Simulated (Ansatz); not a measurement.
A plane-wave DFT run in Ansatz 0.2.0 (scalar-relativistic PAW potentials unless the input names others): input and command.

```yaml
crystal:
  lattice:
    - [0.0, 2.5952999229, 2.5952999229]
    - [2.5952999229, 0.0, 2.5952999229]
    - [2.5952999229, 2.5952999229, 0.0]
  atoms:
    - { symbol: Hf, position: [0.0, 0.0, 0.0] }
    - { symbol: "N", position: [0.25, 0.25, 0.25] }
    - { symbol: "N", position: [0.75, 0.75, 0.75] }
basis:
  ecutwfc: 420
kpoints:
  mp_grid: { grid: [16, 16, 16] }
hamiltonian:
  xc: pbe
scf:
  occupations: { method: gaussian, width: 0.1 }
  convergence: { dr2_threshold: 1.0e-14 }
  max_iter: 50
output:
  forces: true
  eigenvalues: true
  stress: true
relax:
  adjacent_minimum: "off"
  f_tol: 0.01
  max_steps: 80
  cell: { stress_tol: 0.05 }
```

```bash
ansatz run input.yaml --threads 1 --pin off --max-ram 2560MiB --backend cpu --events-out ev --progress --plain --runs-dir out
```

Abridged log:
```
The last accepted step is kept in <dir> (removed where the run ends without a failure and the disk answers)
Pseudopotentials: kind: paw
Pseudopotential: Hf, paw, valence charge 26, recommended cutoff 420 eV (normal)
Pseudopotential: N, paw, valence charge 5, recommended cutoff 420 eV (normal)
Functional definition: PBE
Crystal: 3 atoms, lattice volume = 34.962 Å³
Basis set: ecut = 420 eV, 701 PW (Γ), exchange–correlation on 50×50×50 points (8 copies of the dense FFT grid, shifted against one another)
Bands: 22, of which v1, the nominal top of the filled ones, is band 18 counted from 1 (17 counted from 0)
Symmetry: 48 space group operations
Space group: Fm-3m (ITA 225), of the structure as read, at distance tolerance 3.3e-5 Å
k-points: 145 of 4096
Initial density: superposition of atomic densities (neutral atoms: chi_scale 0, normalization atom), corrected by the library's trained network
Initial wavefunctions: pseudopotential atomic-orbital guess
Functional: x = pbe(κ = 0.804, μ = 0.21951497), c = pbe(β = 0.06672455)
SCF iter   1: F=—  HF=-16490.114981 eV  |F-HF|=—  |Δ(HF+E_count)|=         —  Δρ=2.21e-3  dr2=1.09e-3  ethr=1.77e-3  ⟨swp⟩=4.2  Hψ=11676  notcnv=0
SCF iter   2: F=—  HF=-16490.116254 eV  |F-HF|=—  |Δ(HF+E_count)|=   1.27e-3  Δρ=5.40e-4  dr2=7.47e-5  ethr=3.03e-6  ⟨swp⟩=2.2  Hψ=7003  notcnv=0  defer=8
SCF iter   3: F=—  HF=-16490.116319 eV  |F-HF|=—  |Δ(HF+E_count)|=   6.45e-5  Δρ=2.07e-4  dr2=9.32e-6  ethr=2.07e-7  ⟨swp⟩=2.0  Hψ=5797  notcnv=0  defer=8
SCF iter   4: F=—  HF=-16490.116299 eV  |F-HF|=—  |Δ(HF+E_count)|=   2.00e-5  Δρ=4.43e-5  dr2=5.19e-7  ethr=2.59e-8  ⟨swp⟩=2.0  Hψ=5789  notcnv=0  defer=8
SCF iter   5: F=—  HF=-16490.116298 eV  |F-HF|=—  |Δ(HF+E_count)|=   1.42e-6  Δρ=1.65e-5  dr2=1.04e-7  ethr=1.44e-9  ⟨swp⟩=2.0  Hψ=4853  notcnv=0  defer=8
SCF iter   6: F=—  HF=-16490.116298 eV  |F-HF|=—  |Δ(HF+E_count)|=  2.33e-10  Δρ=3.41e-6  dr2=4.70e-9  ethr=2.89e-10  ⟨swp⟩=2.0  Hψ=5610  notcnv=0  defer=8
SCF iter   7: F=—  HF=-16490.116298 eV  |F-HF|=—  |Δ(HF+E_count)|=  2.55e-10  Δρ=5.01e-7  dr2=1.11e-10  ethr=1.31e-11  ⟨swp⟩=2.0  Hψ=5639  notcnv=0  defer=8
SCF iter   8: F=—  HF=-16490.116298 eV  |F-HF|=—  |Δ(HF+E_count)|=  1.82e-11  Δρ=5.10e-8  dr2=9.72e-13  ethr=3.08e-13 (applied; sched 1.00e-12)  ⟨swp⟩=2.0  Hψ=5756  notcnv=0  defer=8
   ...
SCF iter   8: F=-16490.116148 eV  HF=-16490.116148 eV  |F-HF|=0.00e0  |Δ(HF+E_count)|=    0.00e0  Δρ=1.95e-9  dr2=4.64e-16  ethr=1.00e-12  ⟨swp⟩=4.0  Hψ=10179  notcnv=0
SCF 3 converged in 8 iterations: F = -16490.116148 eV  dr2 = 4.64e-16
relax step   3: F+E_penalty+E_count = -16490.11614775 eV  Δ(F+E_penalty+E_count) = -6.080e-5 eV  max|allowed force component| = 1.141e-16 eV/Å  Δτ_max = 0.0000 Å  P =  0.000 GPa  Ω = 35.023 Å³  energy of the carried Pulay correction = -2.228e-4 eV  (8 SCF iters, accepted)
Initial wavefunctions: pseudopotential atomic-orbital guess (no wavefunctions were taken with the density)
SCF iter   1: F=—  HF=-16490.116244 eV  |F-HF|=—  |Δ(HF+E_count)|=         —  Δρ=6.49e-6  dr2=2.08e-9  ethr=2.66e-8  ⟨swp⟩=3.5  Hψ=21030  notcnv=0
SCF iter   2: F=—  HF=-16490.116291 eV  |F-HF|=—  |Δ(HF+E_count)|=   4.66e-5  Δρ=2.24e-6  dr2=7.31e-10  ethr=5.79e-12  ⟨swp⟩=3.0  Hψ=7724  notcnv=0
SCF iter   3: F=—  HF=-16490.116291 eV  |F-HF|=—  |Δ(HF+E_count)|=  7.64e-10  Δρ=1.17e-6  dr2=2.04e-10  ethr=2.03e-12  ⟨swp⟩=2.0  Hψ=5824  notcnv=0
SCF iter   4: F=—  HF=-16490.116291 eV  |F-HF|=—  |Δ(HF+E_count)|=  4.37e-11  Δρ=4.26e-7  dr2=2.71e-11  ethr=5.67e-13 (applied; sched 1.00e-12)  ⟨swp⟩=2.0  Hψ=5609  notcnv=0
SCF iter   5: F=—  HF=-16490.116291 eV  |F-HF|=—  |Δ(HF+E_count)|=  2.18e-11  Δρ=7.25e-8  dr2=1.65e-12  ethr=7.54e-14 (applied; sched 1.00e-12)  ⟨swp⟩=2.0  Hψ=5586  notcnv=0
SCF iter   6: F=—  HF=-16490.116291 eV  |F-HF|=—  |Δ(HF+E_count)|=    0.00e0  Δρ=1.36e-8  dr2=4.47e-14  ethr=4.58e-15 (applied; sched 1.00e-12)  ⟨swp⟩=2.0  Hψ=5794  notcnv=0
SCF iter   7: F=-16490.116291 eV  HF=-16490.116291 eV  |F-HF|=3.64e-12  |Δ(HF+E_count)|=  3.64e-12  Δρ=1.83e-9  dr2=1.01e-15  ethr=1.00e-12  ⟨swp⟩=3.7  Hψ=9258  notcnv=0
SCF 4 converged in 7 iterations: F = -16490.116291 eV  dr2 = 1.01e-15
SCF converged after 7 iterations
Free energy (F): -16490.116291 eV
Harris-Foulkes:  -16490.116291 eV  (|F-HF|=3.64e-12)
Internal energy: -16490.101744 eV  (E = F + TS)
E sigma→0 (E₀):  -16490.109018 eV
Entropy (-TS):   -0.014547 eV (-4.849 meV/atom)
Fermi energy:    15.030248 eV
--- Forces (eV/Å), atoms counted from 1 ---
  atom   1  Hf     0.00000000     0.00000000     0.00000000
  atom   2  N      0.00000000     0.00000000     0.00000000
  atom   3  N      0.00000000     0.00000000     0.00000000
--- Stress (GPa, compression-positive) ---
        0.008195       0.000000       0.000000
        0.000000       0.008195       0.000000
        0.000000       0.000000       0.008195
  P = ⅓ Tr σ = 0.0082 GPa (0.082 kbar)
--- Relaxed structure (3 steps of the walk, 3 accepted, 1 SCFs on fresh bases) ---
  F+E_penalty+E_count = -16490.11629105 eV   max|allowed force component| = 8.635e-17 eV/Å   (the final SCF, on the basis selected at the relaxed cell)
  cell:  # Å, volume = 35.0232 Å³
    - [0.0, 2.59682057, 2.59682057]
    - [2.59682057, 0.0, 2.59682057]
    - [2.59682057, 2.59682057, 0.0]
  atoms:
    - { symbol: Hf, position: [0.0, 0.0, 0.0] }
    - { symbol: N, position: [0.25, 0.25, 0.25] }
    - { symbol: N, position: [0.74999999, 0.74999999, 0.74999999] }
```

One setting here is needlessly strict: a threshold far tighter than needed (scf.convergence.dr2_threshold: not typed → 1e-14). It leaves the result as it was and can only cost iterations: the run converged in 32 SCF iterations over all its steps (reference: 19) with an energy at zero smearing within 0.01 meV/atom of the reference's, a relaxed volume of 11.67 Å³/atom, pressure 0.01 GPa, largest force 0.000 eV/Å, no gap on the mesh. A reference run from the same start on usual settings converged, and the end of its own relaxation has a relaxed volume of 11.67 Å³/atom, pressure 0.01 GPa, largest force 0.000 eV/Å, no gap on the mesh.

The run took 40 s on 1 thread of AMD EPYC 7R43 64-Core Processor (Zen 3), with other jobs on the host, peak memory 0.44 GiB.